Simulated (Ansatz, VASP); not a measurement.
# PtS2 in VASP and in Ansatz

```xyz
3
Lattice="3.5713 0.0000 0.0000 -1.7857 3.0929 0.0000 0.0000 0.0000 4.7683" Properties=species:S:1:pos:R:3 pbc="T T T"
Pt    0.0000    0.0000    0.0000
S     0.0000    2.0619    1.1966
S     1.7857    1.0310    3.5717
```

Alike in both runs: functional PBEsol; k mesh 12 × 12 × 8; occupations gaussian, width 0.02 eV; no spin polarisation.

Ansatz relaxed the structure, and its values are those at the end. VASP's run is a single point on that final structure, the one shown.

|  | VASP | Ansatz |
| --- | --- | --- |
| version | VASP 6.6.1 | Ansatz 0.2.0 |
| potentials or method | VASP PAW PBE potentials, release 64 (Pt, S) | scalar-relativistic, plane waves, PAW |
| plane-wave cutoff (eV) | 520 | 420 |
| valence electrons in the cell | 22 | 30 |

```tsv
	VASP	Ansatz	Ansatz less VASP
gap on the k mesh at the Fermi level (eV)	0.25	0.24	-0.009
least direct gap on the mesh (eV)	0.67	0.67	-0.008
pressure (GPa)	-0.2	0.0	+0.27
rms of the force components (eV/Å)	0.011	0.001	-0.0092
```

With one functional, cell and mesh, what is left measures potentials, basis and numerics. The two sets of potentials don't hold the same shells in valence.

Caveats: the PAW data sets were made with another functional, which shifts forces and pressure a little (VASP); spin-orbit coupling is left out, which moves the levels of the heavy elements.
